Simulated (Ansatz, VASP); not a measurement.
## One calculation of TaN, two programs

```
Ta N
1.0
     3.05000    0.00000    0.00000
    -1.52500    2.64138    0.00000
     0.00000    0.00000    4.94000
Ta N
2 2
Cartesian
  0.0000 1.7609 0.0000
  1.5250 0.8805 2.4700
  0.0000 1.7609 1.9019
  1.5250 0.8805 4.3719
```

Alike in both runs: task single point; functional PBE; k mesh 15 × 15 × 8; occupations methfessel-paxton of order 1, width 0.5 eV; no spin polarisation.

|  | VASP | Ansatz |
| --- | --- | --- |
| version | VASP 6.6.1 | Ansatz 0.2.0 |
| potentials or method | VASP PAW PBE potentials, release 64 (Ta_pv, N) | scalar-relativistic, plane waves, PAW |
| plane-wave cutoff (eV) | 520 | 420 |
| valence electrons in the cell | 32 | 36 |

```tsv
	VASP	Ansatz	Ansatz less VASP
gap on the k mesh at the Fermi level (eV)	none	none	-
pressure (GPa)	140.2	137.0	-3.14
largest component of the traceless stress (GPa)	17.33	16.96	-0.371
rms of the force components (eV/Å)	1.385	1.364	-0.0209
```

Atom by atom the forces differ by 0.021 eV/Å (rms over components). A gap of «none» marks a metal or a gap that the smearing closes. The two sets of potentials don't hold the same shells in valence.

Caveats: the cell as given lies far from equilibrium; forces of over 1 eV/Å show positions far from the minimum, so gaps and moduli don't describe the material at rest. Spin-orbit coupling is left out, which matters for the levels of Ta.
